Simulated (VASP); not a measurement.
**Mn: single point with r2SCAN**

The system is Mn.

```
Mn
1.0
     2.48365    0.00000    0.00000
    -1.24182    2.15090    0.00000
     0.00000    0.00000    4.02620
Mn
2
Cartesian
  1.2418 0.7170 3.0196
  0.0000 1.4339 1.0065
```

This isn't the form of Mn at room conditions, which is a 58-atom cubic cell.

```yaml
Program: VASP 6.6.1
Task: single point
Functional: r2SCAN
Potentials_or_basis: VASP PAW PBE potentials, release 64 (Mn_pv)
Cutoff: 520 eV
k_mesh: 10 × 10 × 6
Occupations: fermi-dirac, width 0.15 eV
Spin: collinear spin, typed start
Starting_moments: "[4.0, -4.0] μB"
Dipole_correction: no
Further_INCAR_settings: ALGO = Normal; EDIFF = 1e-06; NBANDS = 24
```

* Pressure: -8.1 GPa
* Band gap on the k mesh: none (metal or under the smearing width)
* Net moment: 0.00 μB per cell
* Valence electrons inside the program's atomic spheres: Mn 12.01

Stress tensor (GPa, compression positive):
```
-8.26  0.00  0.00
 0.00 -8.26  0.00
 0.00  0.00 -7.80
```

Levels at points of the mesh, in eV from the Fermi level:
Spin up:
```tsv
k point	band 10	band 11	band 12	band 13	band 14	band 15	band 16	band 17
(0.00, 0.00, 0.00)	-0.98	-0.98	-0.50	-0.50	0.07	0.07	0.52	1.67
(0.50, 0.00, 0.00)	-1.55	-1.17	-0.99	-0.47	1.86	2.03	2.08	3.62
(0.00, 0.00, 0.50)	-1.66	-1.06	-1.06	-1.06	-1.06	1.23	1.23	1.23
(0.50, 0.00, 0.50)	-2.78	0.21	0.21	0.78	0.78	1.99	1.99	3.19
```
Spin down:
| k point | band 9 | band 10 | band 11 | band 12 | band 13 | band 14 | band 15 | band 16 | band 17 | band 18 |
| --- | --- | --- | --- | --- | --- | --- | --- | --- | --- | --- |
| (0.00, 0.00, 0.00) | -1.04 | -0.98 | -0.98 | -0.50 | -0.50 | 0.07 | 0.07 | 0.52 | 1.67 | 1.67 |
| (0.50, 0.00, 0.00) | -3.87 | -1.55 | -1.17 | -0.99 | -0.47 | 1.86 | 2.03 | 2.08 | 3.62 | 5.82 |
| (0.00, 0.00, 0.50) | -1.66 | -1.66 | -1.06 | -1.06 | -1.06 | -1.06 | 1.23 | 1.23 | 1.23 | 1.23 |
| (0.50, 0.00, 0.50) | -2.78 | -2.78 | 0.21 | 0.21 | 0.78 | 0.78 | 1.99 | 1.99 | 3.19 | 3.19 |

It took 120 s on 1 thread of Intel(R) Xeon(R) 6975P-C (Granite Rapids), with other jobs on the host, peak memory 0.16 GiB.

Caveat: the starting moments collapsed, and a magnetic state may lie lower; the PAW data sets were made with another functional, which shifts forces and pressure a little.
